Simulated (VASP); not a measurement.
A run of VASP 6.6.1:

File INCAR:

```
SYSTEM = ZnSe
PREC = Accurate
ENCUT = 600
EDIFF = 1E-8
ISMEAR = 0
SIGMA = 0.02
LREAL = .False.
LASPH = .True.
NELM = 60
ALGO = Normal
ISIF = 2
LWAVE = .False.
LCHARG = .False.
LEPSILON = .True.
IBRION = 8
NSW = 1
```

KPOINTS

```
Automatic mesh
0
Gamma
  8 8 8
  0 0 0
```

The input POSCAR:

```
ZnSe
1.0
    0.0000000000      2.7880600000      2.7880600000
    2.7880600000      0.0000000000      2.7880600000
    2.7880600000      2.7880600000      0.0000000000
Zn Se
1 1
Direct
    0.0000000000      0.0000000000      0.0000000000
    0.2500000000      0.2500000000      0.2500000000
```

Potentials or basis: VASP PAW LDA potentials, release 64 (Zn, Se).

The run is started by

```console
$ cat potpaw_LDA.64/Zn/POTCAR potpaw_LDA.64/Se/POTCAR > POTCAR
$ mpirun -np 1 vasp_std > vasp.out
```

Hardware: 1 thread of Intel(R) Xeon(R) Platinum 8488C (Sapphire Rapids), on a shared host.

How long does it take, and how much memory?

Wall time 4.6 min on 1 thread of Intel(R) Xeon(R) Platinum 8488C (Sapphire Rapids), on a shared host, peak memory 0.31 GiB. Counts: scf iterations 156, k points 29.
